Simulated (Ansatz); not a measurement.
## Residual resistivity of an alloy: Ta(100) with 4 layers of random Ta-Mo, 2x2

Aim: the residual resistivity of a random alloy, from Ta(100) with 4 layers of random Ta-Mo, 2x2 and longer regions.

Program: Ansatz 0.2.0. Level of theory: Ansatz plane-wave DFT, PBE, PAW files; ballistic transport by layer matching (Landauer), zero bias; PAW set soft_1. Results are calculated unless marked as measured.

### Step 1. Starting point

The cell holds 56 atoms: 54 Ta and 2 Mo. Cell: a = 6.605 Å, b = 6.605 Å, c = 23.118 Å, α = 90.0°, β = 90.0°, γ = 90.0°. It derives from Ta. Regions: lead, 40 atoms (40 Ta); scattering region, 16 atoms (14 Ta and 2 Mo). The structure is stacked along c, and the current runs across the ab planes.

### Step 2. With 4 alloy layers

In 4 layers a share of 0.125 of the sites is given to Mo at random. The layers about the cell's end stay perfect and serve as the lead. Energies from -0.05 to 0.05 eV in steps of 0.05 eV are too few for the program's thermal sum, so it prints no conductance; for a metal the transmission near the Fermi level serves, at a fraction of the cost.

Input file input.yaml:

```yaml
crystal:
  lattice:
    - [6.60512, 0.0, 0.0]
    - [0.0, 6.60512, 0.0]
    - [0.0, 0.0, 23.11792]
  atoms:
    - { symbol: Ta, position: [0.0, 0.0, 0.0357142857] }
    - { symbol: Ta, position: [0.0, 0.5, 0.0357142857] }
    - { symbol: Ta, position: [0.5, 0.0, 0.0357142857] }
    - { symbol: Ta, position: [0.5, 0.5, 0.0357142857] }
    - { symbol: Ta, position: [0.25, 0.25, 0.1071428571] }
    - { symbol: Ta, position: [0.25, 0.75, 0.1071428571] }
    - { symbol: Ta, position: [0.75, 0.25, 0.1071428571] }
    - { symbol: Ta, position: [0.75, 0.75, 0.1071428571] }
    - { symbol: Ta, position: [0.0, 0.0, 0.1785714286] }
    - { symbol: Ta, position: [0.0, 0.5, 0.1785714286] }
    - { symbol: Ta, position: [0.5, 0.0, 0.1785714286] }
    - { symbol: Ta, position: [0.5, 0.5, 0.1785714286] }
    - { symbol: Ta, position: [0.25, 0.25, 0.25] }
    - { symbol: Ta, position: [0.25, 0.75, 0.25] }
    - { symbol: Ta, position: [0.75, 0.25, 0.25] }
    - { symbol: Ta, position: [0.75, 0.75, 0.25] }
    - { symbol: Ta, position: [0.0, 0.0, 0.3214285714] }
    - { symbol: Ta, position: [0.0, 0.5, 0.3214285714] }
    - { symbol: Ta, position: [0.5, 0.0, 0.3214285714] }
    - { symbol: Ta, position: [0.5, 0.5, 0.3214285714] }
    - { symbol: Ta, position: [0.25, 0.25, 0.3928571429] }
    - { symbol: Ta, position: [0.25, 0.75, 0.3928571429] }
    - { symbol: Ta, position: [0.75, 0.25, 0.3928571429] }
    - { symbol: Ta, position: [0.75, 0.75, 0.3928571429] }
    - { symbol: Ta, position: [0.0, 0.0, 0.4642857143] }
    - { symbol: Ta, position: [0.0, 0.5, 0.4642857143] }
    - { symbol: Ta, position: [0.5, 0.0, 0.4642857143] }
    - { symbol: Ta, position: [0.5, 0.5, 0.4642857143] }
    - { symbol: Ta, position: [0.25, 0.25, 0.5357142857] }
    - { symbol: Ta, position: [0.25, 0.75, 0.5357142857] }
    - { symbol: Ta, position: [0.75, 0.25, 0.5357142857] }
    - { symbol: Ta, position: [0.75, 0.75, 0.5357142857] }
    - { symbol: Mo, position: [0.0, 0.0, 0.6071428571] }
    - { symbol: Ta, position: [0.0, 0.5, 0.6071428571] }
    - { symbol: Ta, position: [0.5, 0.0, 0.6071428571] }
    - { symbol: Mo, position: [0.5, 0.5, 0.6071428571] }
    - { symbol: Ta, position: [0.25, 0.25, 0.6785714286] }
    - { symbol: Ta, position: [0.25, 0.75, 0.6785714286] }
    - { symbol: Ta, position: [0.75, 0.25, 0.6785714286] }
    - { symbol: Ta, position: [0.75, 0.75, 0.6785714286] }
    - { symbol: Ta, position: [0.0, 0.0, 0.75] }
    - { symbol: Ta, position: [0.0, 0.5, 0.75] }
    - { symbol: Ta, position: [0.5, 0.0, 0.75] }
    - { symbol: Ta, position: [0.5, 0.5, 0.75] }
    - { symbol: Ta, position: [0.25, 0.25, 0.8214285714] }
    - { symbol: Ta, position: [0.25, 0.75, 0.8214285714] }
    - { symbol: Ta, position: [0.75, 0.25, 0.8214285714] }
    - { symbol: Ta, position: [0.75, 0.75, 0.8214285714] }
    - { symbol: Ta, position: [0.0, 0.0, 0.8928571429] }
    - { symbol: Ta, position: [0.0, 0.5, 0.8928571429] }
    - { symbol: Ta, position: [0.5, 0.0, 0.8928571429] }
    - { symbol: Ta, position: [0.5, 0.5, 0.8928571429] }
    - { symbol: Ta, position: [0.25, 0.25, 0.9642857143] }
    - { symbol: Ta, position: [0.25, 0.75, 0.9642857143] }
    - { symbol: Ta, position: [0.75, 0.25, 0.9642857143] }
    - { symbol: Ta, position: [0.75, 0.75, 0.9642857143] }
kpoints:
  mp_grid: { grid: [4, 4, 1] }
hamiltonian:
  xc: pbe
  pseudopotentials: { kind: paw, azcp: { folder: soft_1 } }
scf:
  occupations: { method: fermi_dirac, width: 0.1 }
output:
  transmission: { leads: [[0, 4]], kmesh: [8, 8], e_range: [-0.05, 0.05], de: 0.05 }
  write_potential: true
  write_density: true
  volumetric_format: npy
```

Run with:

```sh
> ansatz run input.yaml --threads 4 --pin off --max-ram 15360MiB --backend cpu --events-out ev --progress --plain --runs-dir out
```

Numbers of over 12 decimals in the logs are rounded to 6 here.

What it wrote:

```text
Engine: ansatz 0.2.0, aarch64-unknown-linux-gnu
Pseudopotentials: kind: paw
Pseudopotential: Ta, paw, valence charge 13, recommended cutoff 420 eV (normal), soft_1/Ta.paw.azcp
Pseudopotential: Mo, paw, valence charge 14, recommended cutoff 420 eV (normal), soft_1/Mo.paw.azcp
Functional definition: PBE
  parameter kappa = 0.804
  parameter beta = 0.066725
  exchange = pbe_x(kappa = kappa, mu = beta*pi^2/3)
  correlation = pbe_c(beta = beta)
Crystal: 56 atoms, lattice volume = 1008.580 Å³
Basis set: ecut = 420 eV, 19677 PW (Γ)
Bands: 438, of which v1, the nominal top of the filled ones, is band 365 counted from 1 (364 counted from 0)
Symmetry: 32 space group operations
Space group: P4/mmm (ITA 123), of the structure as read, at distance tolerance 1.0e-4 Å
k-points: 6 of 16
Non-local potential: Ta, projectors of the file, l = 0: 3, l = 1: 2, l = 2: 2, l = 3: 1
Non-local potential: Mo, projectors of the file, l = 0: 3, l = 1: 2, l = 2: 2, l = 3: 1
PAW form: soft (Blöchl's): semilocal exchange-correlation on the pseudo side does not see the compensation charge
PAW one-centre angular grid: Ta, 590 points (default); XC on 64 Gauss nodes
PAW one-centre angular grid: Mo, 590 points (default); XC on 64 Gauss nodes
Initial density: superposition of atomic densities (chi_scale 0.1, normalization cell, long waves of neutral atoms (reshape's long-wave potential 2.76 eV rms, cloud 3.24 Å wide))
Initial wavefunctions: pseudopotential atomic-orbital guess
Functional: x = pbe(κ = 0.804, μ = 0.219515), c = pbe(β = 0.066725)
SCF iter   1: F=—  HF=-546342.409194 eV  |F-HF|=—  |Δ(HF+E_count)|=         —  Δρ=8.35e-2  dr2=8.65e2  ethr=3.10e-3  ⟨swp⟩=7.0  Hψ=10952  notcnv=0
preconditioner: auto → Kerker (q_TF=auto, 2.585 Å⁻¹)  [metal: Δε(μ)=0.020 eV  Ē_g=4.363 eV  σ=0.100 eV  W_gap=0.05  n_scr=294 (ndim 8)  ℏωp=19.6 eV  f_vac=0.000  D(μ)=61.18/eV (n_scr^D=636)]
SCF iter   2: F=—  HF=-546311.714259 eV  |F-HF|=—  |Δ(HF+E_count)|=    3.07e1  Δρ=3.24e-2  dr2=6.33e1  ethr=3.10e-3  ⟨swp⟩=5.3  Hψ=7370  notcnv=0  defer=71
SCF iter   3: F=—  HF=-546309.155154 eV  |F-HF|=—  |Δ(HF+E_count)|=    2.56e0  Δρ=1.85e-2  dr2=7.52e0  ethr=3.10e-3  ⟨swp⟩=5.7  Hψ=6902  notcnv=0  defer=107
SCF iter   4: F=—  HF=-546308.634125 eV  |F-HF|=—  |Δ(HF+E_count)|=   5.21e-1  Δρ=8.98e-3  dr2=1.74e0  ethr=1.03e-3  ⟨swp⟩=4.5  Hψ=5331  notcnv=0  defer=83
SCF iter   5: F=—  HF=-546308.476999 eV  |F-HF|=—  |Δ(HF+E_count)|=   1.57e-1  Δρ=4.53e-3  dr2=4.51e-1  ethr=2.39e-4  ⟨swp⟩=2.3  Hψ=3238  notcnv=0  defer=89
SCF iter   6: F=—  HF=-546308.429429 eV  |F-HF|=—  |Δ(HF+E_count)|=   4.76e-2  Δρ=2.13e-4  dr2=9.03e-4  ethr=6.18e-5  ⟨swp⟩=2.5  Hψ=4721  notcnv=0  defer=89
SCF iter   7: F=—  HF=-546308.429372 eV  |F-HF|=—  |Δ(HF+E_count)|=   5.71e-5  Δρ=5.83e-5  dr2=9.90e-5  ethr=1.24e-7  ⟨swp⟩=2.0  Hψ=4053  notcnv=0  defer=89
SCF iter   8: F=—  HF=-546308.428686 eV  |F-HF|=—  |Δ(HF+E_count)|=   6.86e-4  Δρ=3.37e-5  dr2=2.56e-5  ethr=1.36e-8  ⟨swp⟩=1.8  Hψ=2935  notcnv=0  defer=89
SCF iter   9: F=—  HF=-546308.428683 eV  |F-HF|=—  |Δ(HF+E_count)|=   2.73e-6  Δρ=7.65e-6  dr2=1.39e-6  ethr=3.51e-9  ⟨swp⟩=2.0  Hψ=4297  notcnv=0  defer=89
SCF iter  10: F=-546308.428683 eV  HF=-546308.428683 eV  |F-HF|=1.16e-9  |Δ(HF+E_count)|=   1.27e-7  Δρ=2.80e-7  dr2=1.44e-9  ethr=1.37e-11  ⟨swp⟩=13.8  Hψ=11803  notcnv=0
SCF 1 converged in 10 iterations: F = -546308.428683 eV  dr2 = 1.44e-9
  greatest PAW one-centre occupation: 0.999 electrons in one spin orbital (limit 2), on the Ta atom at site 39 (counted from 0), in its partial waves of l = 0
transmission: 63 of 630 steps passed
transmission: 126 of 630 steps passed
[...]
transmission: 630 of 630 steps passed
SCF converged after 10 iterations
Free energy (F): -546308.428683 eV
Harris-Foulkes:  -546308.428683 eV  (|F-HF|=1.16e-9)
Internal energy: -546306.173090 eV  (E = F + TS)
E sigma→0 (E₀):  -546307.300887 eV
Entropy (-TS):   -2.255592 eV (-40.278 meV/atom)
Fermi energy:    18.474562 eV
--- Per-component energies (eV) ---
  E_band       = -5863.818606
  E_kinetic    = 22088.524287
  E_local      = -31345.389737  (includes V_loc(G=0)·N_el)
  E_nonlocal   = -295.834189
  E_hartree    = 11314.393114
  E_xc         = -17699.255994
  E_vxc        = -13054.882951  (∫ρ·V_xc dr)
  E_paw        = -454874.573606  (= ΣΔE_a)
  E_vpaw       = -5885.028824  (= ΣTr[D̂ρ^β])
  E_aug_tail   = 0.005327  (compensation charges beyond the density's cutoff)
  E_ewald      = -75494.042292
  E_smearing   = -2.255592  (= −TS)
  E_closure    = 0.000000  (closes the sum)
  Σ components = -546308.428683   (vs F -546308.428683, Δ=0.00e0)
--- Band table (eV; the first three rows and the last of 6) ---
  k-point 0: bands = [... 361 lower, 19.1282, 19.1421, 19.1421, 19.1878, 19.1878, 19.3176, 19.3534, 19.3534, ... 69 higher]
  k-point 1: bands = [... 361 lower, 18.8323, 18.8464, 18.8506, 18.8542, 18.8831, 18.9126, 18.9316, 18.9484, ... 69 higher]
  k-point 2: bands = [... 361 lower, 18.3025, 18.3575, 18.3575, 18.3758, 18.3758, 18.5222, 18.5222, 18.5411, ... 69 higher]
  k-point 5: bands = [... 361 lower, 17.8769, 17.9019, 17.9019, 17.9081, 17.9081, 17.9085, 17.9085, 17.9098, ... 69 higher]
--- Transmission ---
  basis      : 377 plane waves across, 42 finite elements along
  points     : 15, standing for a mesh of 8 x 8
  energies   : 3 from -0.050000 to 0.050000 eV about the Fermi level, 0.050000 eV apart; the leads are filled to 0.000000 eV, and channels, transmission and decay are at 0.000000 eV
  crystal 0  : Ta4, at the sites [0, 4], period 1.6513 Å, over 21.47 Å; its Hamiltonian steps by up to 1.9 meV
    offset         : up to 0.0000 Å between an atom of the period and one for which it stands
    channels       : 1.048438e1 a spin
    conductance    : none, the energies end too early or step too widely for 300 K: set another output.transmission.e_range or a lower de, or, where they end at an eighth of basis.ecutwfc, a higher one
  junction   : crystal 0 to crystal 0, 2.60 to 24.07 Å
    transmission   : 9.204515e0 a spin
    conductance    : none, the energies end too early or step too widely for 300 K: set another output.transmission.e_range or a lower de, or, where they end at an eighth of basis.ecutwfc, a higher one
```

Wall time 9 min (4 threads of Arm Neoverse V1, shared host); peak memory 8.2 GiB.

In the SCF lines HF is the Harris–Foulkes energy and dr2 the Hartree energy of the density residual, in eV; the loop may stop once dr2 is under the threshold and the program's other checks hold. Hψ counts applications of the Hamiltonian.

Numbers from this step:

| Quantity | Value |
| --- | --- |
| free energy | -546308.4287 eV |
| energy at zero smearing | -546307.3009 eV |
| Fermi energy | 18.47 eV |
| cell area | 43.63 Å² |
| transmission per spin nearest the Fermi level | 9.205 |
| open channels per spin nearest the Fermi level | 10.48 |
| step of the lead's potential | 1.9 meV |

Per spin. Table of transmission, zone mean by energy, zero at the Fermi level:

```
energy (eV)  transmission, zone mean
    -0.0500                     9.21
     0.0000                     9.20
     0.0500                     8.81
```

Per spin. Table of open channels, zone mean, lead by energy, zero at the Fermi level:

```
energy (eV)  open channels, zone mean, lead
    -0.0500                            10.3
     0.0000                            10.5
     0.0500                            9.98
```

Transmission over k1 and k2. At 0.0000 eV from the Fermi level.

Values, 8 rows by 8 columns:
```
 5.5  3.9  8.0 10.6 11.2 10.6  8.0  3.9
 5.8  8.0 11.0 11.3 11.5 11.3 11.0  8.0
 9.1 10.6 11.3 10.6 10.6 10.6 11.3 10.6
 9.3 11.2 11.5 10.6 10.6 10.6 11.5 11.2
 9.1 10.6 11.3 10.6 10.6 10.6 11.3 10.6
 5.8  8.0 11.0 11.3 11.5 11.3 11.0  8.0
 5.5  3.9  8.0 10.6 11.2 10.6  8.0  3.9
 3.9  5.5  5.8  9.1  9.3  9.1  5.8  5.5
```
Columns: k1 (b1) from -0.5 to 0.375; rows upwards: k2 (b2) from -0.5 to 0.375.

Open channels over k1 and k2. At 0.0000 eV from the Fermi level.

Ten even steps from '0' (4.0) to '9' (14.0):
```
20588850
45999995
68977798
68977798
68977798
45999995
20588850
02466642
```
Columns: k1 (b1) from -0.5 to 0.375; rows upwards: k2 (b2) from -0.5 to 0.375.

Over the solved energies the transmission per spin lies between 8.81 and 9.21, out of 10.3 channels of the lead on average (up to 10.5).

### Step 3. With 8 alloy layers

In 8 layers a share of 0.125 of the sites is given to Mo at random. A fresh draw is used; the growth of the resistance with length is what counts.

System of this step: Ta(100) with 8 layers of random Ta-Mo, 2x2. The cell holds 72 atoms: 68 Ta and 4 Mo. Its edges and angles: a = 6.605 Å, b = 6.605 Å, c = 29.723 Å, α = 90.0°, β = 90.0°, γ = 90.0°. It derives from Ta. Regions: lead, 40 atoms (40 Ta); scattering region, 32 atoms (28 Ta and 4 Mo). The structure is stacked along c, and the current runs across the ab planes.

Input file input.yaml:

```yaml
crystal:
  lattice:
    - [6.60512, 0.0, 0.0]
    - [0.0, 6.60512, 0.0]
    - [0.0, 0.0, 29.72304]
  atoms:
    - { symbol: Ta, position: [0.0, 0.0, 0.0277777778] }
    - { symbol: Ta, position: [0.0, 0.5, 0.0277777778] }
    - { symbol: Ta, position: [0.5, 0.0, 0.0277777778] }
    - { symbol: Ta, position: [0.5, 0.5, 0.0277777778] }
    - { symbol: Ta, position: [0.25, 0.25, 0.0833333333] }
    - { symbol: Ta, position: [0.25, 0.75, 0.0833333333] }
    - { symbol: Ta, position: [0.75, 0.25, 0.0833333333] }
    - { symbol: Ta, position: [0.75, 0.75, 0.0833333333] }
    - { symbol: Ta, position: [0.0, 0.0, 0.1388888889] }
    - { symbol: Ta, position: [0.0, 0.5, 0.1388888889] }
    - { symbol: Ta, position: [0.5, 0.0, 0.1388888889] }
    - { symbol: Ta, position: [0.5, 0.5, 0.1388888889] }
    - { symbol: Ta, position: [0.25, 0.25, 0.1944444444] }
    - { symbol: Ta, position: [0.25, 0.75, 0.1944444444] }
    - { symbol: Ta, position: [0.75, 0.25, 0.1944444444] }
    - { symbol: Ta, position: [0.75, 0.75, 0.1944444444] }
    - { symbol: Ta, position: [0.0, 0.0, 0.25] }
    - { symbol: Ta, position: [0.0, 0.5, 0.25] }
    - { symbol: Ta, position: [0.5, 0.0, 0.25] }
    - { symbol: Ta, position: [0.5, 0.5, 0.25] }
    - { symbol: Ta, position: [0.25, 0.25, 0.3055555556] }
    - { symbol: Ta, position: [0.25, 0.75, 0.3055555556] }
    - { symbol: Mo, position: [0.75, 0.25, 0.3055555556] }
    - { symbol: Ta, position: [0.75, 0.75, 0.3055555556] }
    - { symbol: Ta, position: [0.0, 0.0, 0.3611111111] }
    - { symbol: Ta, position: [0.0, 0.5, 0.3611111111] }
    - { symbol: Ta, position: [0.5, 0.0, 0.3611111111] }
    - { symbol: Ta, position: [0.5, 0.5, 0.3611111111] }
    - { symbol: Ta, position: [0.25, 0.25, 0.4166666667] }
    - { symbol: Ta, position: [0.25, 0.75, 0.4166666667] }
    - { symbol: Ta, position: [0.75, 0.25, 0.4166666667] }
    - { symbol: Ta, position: [0.75, 0.75, 0.4166666667] }
    - { symbol: Ta, position: [0.0, 0.0, 0.4722222222] }
    - { symbol: Ta, position: [0.0, 0.5, 0.4722222222] }
    - { symbol: Ta, position: [0.5, 0.0, 0.4722222222] }
    - { symbol: Ta, position: [0.5, 0.5, 0.4722222222] }
    - { symbol: Mo, position: [0.25, 0.25, 0.5277777778] }
    - { symbol: Ta, position: [0.25, 0.75, 0.5277777778] }
    - { symbol: Ta, position: [0.75, 0.25, 0.5277777778] }
    - { symbol: Ta, position: [0.75, 0.75, 0.5277777778] }
    - { symbol: Ta, position: [0.0, 0.0, 0.5833333333] }
    - { symbol: Ta, position: [0.0, 0.5, 0.5833333333] }
    - { symbol: Ta, position: [0.5, 0.0, 0.5833333333] }
    - { symbol: Ta, position: [0.5, 0.5, 0.5833333333] }
    - { symbol: Ta, position: [0.25, 0.25, 0.6388888889] }
    - { symbol: Ta, position: [0.25, 0.75, 0.6388888889] }
    - { symbol: Mo, position: [0.75, 0.25, 0.6388888889] }
    - { symbol: Ta, position: [0.75, 0.75, 0.6388888889] }
    - { symbol: Ta, position: [0.0, 0.0, 0.6944444444] }
    - { symbol: Ta, position: [0.0, 0.5, 0.6944444444] }
    - { symbol: Ta, position: [0.5, 0.0, 0.6944444444] }
    - { symbol: Mo, position: [0.5, 0.5, 0.6944444444] }
    - { symbol: Ta, position: [0.25, 0.25, 0.75] }
    - { symbol: Ta, position: [0.25, 0.75, 0.75] }
    - { symbol: Ta, position: [0.75, 0.25, 0.75] }
    - { symbol: Ta, position: [0.75, 0.75, 0.75] }
    - { symbol: Ta, position: [0.0, 0.0, 0.8055555556] }
    - { symbol: Ta, position: [0.0, 0.5, 0.8055555556] }
    - { symbol: Ta, position: [0.5, 0.0, 0.8055555556] }
    - { symbol: Ta, position: [0.5, 0.5, 0.8055555556] }
    - { symbol: Ta, position: [0.25, 0.25, 0.8611111111] }
    - { symbol: Ta, position: [0.25, 0.75, 0.8611111111] }
    - { symbol: Ta, position: [0.75, 0.25, 0.8611111111] }
    - { symbol: Ta, position: [0.75, 0.75, 0.8611111111] }
    - { symbol: Ta, position: [0.0, 0.0, 0.9166666667] }
    - { symbol: Ta, position: [0.0, 0.5, 0.9166666667] }
    - { symbol: Ta, position: [0.5, 0.0, 0.9166666667] }
    - { symbol: Ta, position: [0.5, 0.5, 0.9166666667] }
    - { symbol: Ta, position: [0.25, 0.25, 0.9722222222] }
    - { symbol: Ta, position: [0.25, 0.75, 0.9722222222] }
    - { symbol: Ta, position: [0.75, 0.25, 0.9722222222] }
    - { symbol: Ta, position: [0.75, 0.75, 0.9722222222] }
kpoints:
  mp_grid: { grid: [4, 4, 1] }
hamiltonian:
  xc: pbe
  pseudopotentials: { kind: paw, azcp: { folder: soft_1 } }
scf:
  occupations: { method: fermi_dirac, width: 0.1 }
output:
  transmission: { leads: [[0, 4]], kmesh: [8, 8], e_range: [-0.05, 0.05], de: 0.05 }
  write_potential: true
  write_density: true
  volumetric_format: npy
```

What it wrote:

```text
[...]
Crystal: 72 atoms, lattice volume = 1296.745 Å³
Basis set: ecut = 420 eV, 25307 PW (Γ)
Bands: 564, of which v1, the nominal top of the filled ones, is band 470 counted from 1 (469 counted from 0)
Symmetry: 1 space group operations
[...]
k-points: 10 of 16 (time reversal used)
[...]
SCF iter   1: F=—  HF=-695347.699937 eV  |F-HF|=—  |Δ(HF+E_count)|=         —  Δρ=9.78e-2  dr2=1.24e3  ethr=3.10e-3  ⟨swp⟩=6.6  Hψ=22885  notcnv=0  defer=1
[...]
SCF iter   9: F=-695286.364245 eV  HF=-695286.364245 eV  |F-HF|=2.21e-9  |Δ(HF+E_count)|=   5.82e-9  Δρ=5.01e-7  dr2=4.58e-9  ethr=1.06e-11  ⟨swp⟩=15.6  Hψ=21904  notcnv=0
SCF 1 converged in 9 iterations: F = -695286.364245 eV  dr2 = 4.58e-9
[...]
transmission: 189 of 1836 steps passed
transmission: 369 of 1836 steps passed
[...]
transmission: 1836 of 1836 steps passed
SCF converged after 9 iterations
Free energy (F): -695286.364245 eV
[...]
Internal energy: -695283.365669 eV  (E = F + TS)
E sigma→0 (E₀):  -695284.864957 eV
Entropy (-TS):   -2.998576 eV (-41.647 meV/atom)
Fermi energy:    18.455207 eV
[...]
--- Band table (eV; the first three rows and the last of 10) ---
  k-point 0: bands = [... 466 lower, 19.0462, 19.0913, 19.1009, 19.1047, 19.1059, 19.1098, 19.1300, 19.1303, ... 90 higher]
  k-point 1: bands = [... 466 lower, 18.7234, 18.7370, 18.7420, 18.7523, 18.8322, 18.8471, 18.8924, 18.9182, ... 90 higher]
  k-point 2: bands = [... 466 lower, 18.3117, 18.3566, 18.3853, 18.3962, 18.4198, 18.4784, 18.4944, 18.5180, ... 90 higher]
  k-point 9: bands = [... 466 lower, 17.7510, 17.7655, 17.8377, 17.8478, 17.8564, 17.8667, 17.8706, 17.8866, ... 90 higher]
--- Transmission ---
  basis      : 377 plane waves across, 54 finite elements along
  points     : 34, standing for a mesh of 8 x 8
[...]
channels       : 1.048438e1 a spin
[...]
junction   : crystal 0 to crystal 0, 0.70 to 28.77 Å
    transmission   : 8.412213e0 a spin
[...]
```

Elapsed: 33 min, on 4 threads; peak memory 8.4 GiB; 1.8 h of CPU time.

Numbers from this step:

```
free energy                                   : -695286.3642 eV
energy at zero smearing                       : -695284.8650 eV
Fermi energy                                  : 18.46 eV
transmission per spin nearest the Fermi level : 8.412
step of the lead's potential                  : 5.5 meV
```

Per spin. The transmission, zone mean by energy, zero at the Fermi level:

```
energy (eV)  transmission, zone mean
    -0.0500                     8.44
     0.0000                     8.41
     0.0500                     8.01
```

Over the solved energies the transmission per spin lies between 8.01 and 8.44, out of 10.2 channels of the lead on average (up to 10.5).

(Part 1 of 2 ends here.)

[Logs are printed without paths, hosts, clocks, repeated set-up lines and the standing remarks that a program may print on its own settings, such as how far it seeks lower states.]

[Hosts, paths, dates, database ids (printed as entryN), source tags and the programs' standing remarks are cut or masked in the printed files.]
